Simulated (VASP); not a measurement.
Crystal: Hf.

```
Hf
1.0
     0.00000    2.22000    2.22000
     2.22000    0.00000    2.22000
     2.22000    2.22000    0.00000
Hf
1
Cartesian
  0.0000 0.0000 0.0000
```

This isn't the form of Hf at room conditions, which is hcp.

- Program: VASP 6.6.1
- Task: relaxation of cell and atoms
- Functional: PBE
- Potentials or basis: VASP PAW PBE potentials, release 64 (Hf_pv)
- Cutoff: 520 eV
- k mesh: 17 × 17 × 17
- Occupations: gaussian, width 0.1 eV
- Spin: no spin polarisation

At the start: pressure 2.8 GPa; volume 21.88 Å³/atom.

Question: How do energy, volume and symmetry change on relaxing?

Answer: Over 3 steps the energy falls by 5.1 meV/atom and the volume is 22.47 Å³/atom (+2.7 %); space group Fm-3m (No. 225, to 0.05 Å).

The path:
```csv
step,energy change (eV),largest force (eV/Å),pressure (GPa),volume (Å³)
1,0.0000,0.0000,2.83,21.88
2,0.0009,0.0000,-2.86,23.13
3,-0.0051,0.0000,-0.01,22.47
```

Final structure:
```xyz
1
Lattice="0.0000 2.2398 2.2398 2.2398 0.0000 2.2398 2.2398 2.2398 0.0000" Properties=species:S:1:pos:R:3 pbc="T T T"
Hf    0.0000    0.0000    0.0000
```
